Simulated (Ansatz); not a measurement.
# Fields on a plane of InCuS2 (chalcopyrite)

```xyz
8
Lattice="-2.7885 2.7885 5.6172 2.7885 -2.7885 5.6172 2.7885 2.7885 -5.6172" Properties=species:S:1:pos:R:3 pbc="T T T"
Cu     0.0000     2.7885     2.8086
Cu     0.0000     0.0000     0.0000
In     2.7885     0.0000     2.8086
In     0.0000     0.0000     5.6172
S      1.3943     1.2272    -1.4043
S      1.3943     1.5613     4.2129
S      1.5613    -1.3943     7.0215
S      1.2272     4.1828     1.4043
```

The slice is a (1 0 -1) plane (indices of the conventional cell) through the point (0.875, 0.345, 0.970) (fractional), spanned by u = [101] and v = [121] in vectors of this cell: u (5.58 Å) and v (12.54 Å, at 90° to u). It covers one period; positions are fractions (u, v).

Atoms on it: S at (0.00, 0.00); S at (0.50, 0.50). Other atoms lie within 1 Å of the plane.

The numbers are results of PBE (plane waves to 420 eV, PAW, scalar-relativistic; Ansatz, a program for electronic structure), not measurements. k mesh 8×8×8. Inside the PAW spheres the values are not all-electron values, and peaks at nuclei hang on which shells count as valence. At this level the bands of InCuS2 touch or barely overlap; measurements give the solid a gap. InCuS2 is run without spin polarisation. InCuS2 was relaxed with its symmetry unable to fall.

```
|xx@@@@--..        ==%%%%|
|@@@@::......      ..**%%|
|++::..::::....      ..==|
|....::xx::..::..        |
|....::::....==--..      |
|==::......--==--..  ..::|
|##**--....::--::....::++|
|%%##++..    ....::::::**|
|%%##==        ::--::::==|
|++++::      ....::::::::|
|::..    ::++**==::::::::|
|      ::**@@@@@@++::....|
|      ==@@@@xx@@@@==..  |
|      ++@@xxxxxx@@++    |
|      ==%%%%xx@@@@--..  |
|      ..**%%@@@@::......|
|..      ..==++::..::::..|
|::..        ....::xx::..|
|==--..      ....::::....|
|==--..  ..::==::......--|
|--::....::++##**--....::|
|....::::::**%%##++..    |
|  ::--::::==%%##==      |
|....::::::::++++::      |
|**==::::::::::..    ::++|
|@@@@++::....      ::**@@|
|xx@@@@==..        ==@@@@|
|xxxx@@++          ++@@xx|
```
Scale: ten equal steps from 0.01 (start of ' ') to 0.87 (end of '@'), in the order ' .:-=+*#%@'. Values: electron localisation function (ELF). The map has 12 points along u (two characters each, u = 0 at the left) and 28 along v (v = 0 in the bottom row). Points within 0.5 Å of a nucleus are blanked (x), as the pseudised field means little there.

```
|##*+=---=+*#|
|#***+==--=+*|
|+*#%#+==--=+|
|=*%@%*+=---=|
|=+#%#*+==--=|
|++***++=====|
|*+++=====+++|
|**+====++***|
|**+=--=+*##*|
|++=--==+###*|
|=====++****+|
|--==+*#**++=|
|--=+*###*+=-|
|--=+## ##+=-|
|--=+*###*+=-|
|=--=+*#***+=|
|==--=++*#%#+|
|+=---==*%@%*|
|+==--==+#%#*|
|+=====++***+|
|===+++*+++==|
|=++*****+===|
|=+*##***+=--|
|=+###*++=--=|
|+****+=====+|
|#**++=--==+*|
|##*+=---=+*#|
| ##+=---=+##|
```
Scale: ten equal steps from -3.00 (start of ' ') to 0.99 (end of '@'), in the order ' .:-=+*#%@'. Values: log₁₀ of the valence density in e/Å³. The map has 12 points along u (one character each, u = 0 at the left) and 28 along v (v = 0 in the bottom row). The scale is logarithmic, as a density can span decades between atoms and voids; values under 0.001 e/Å³ are set to 0.001.
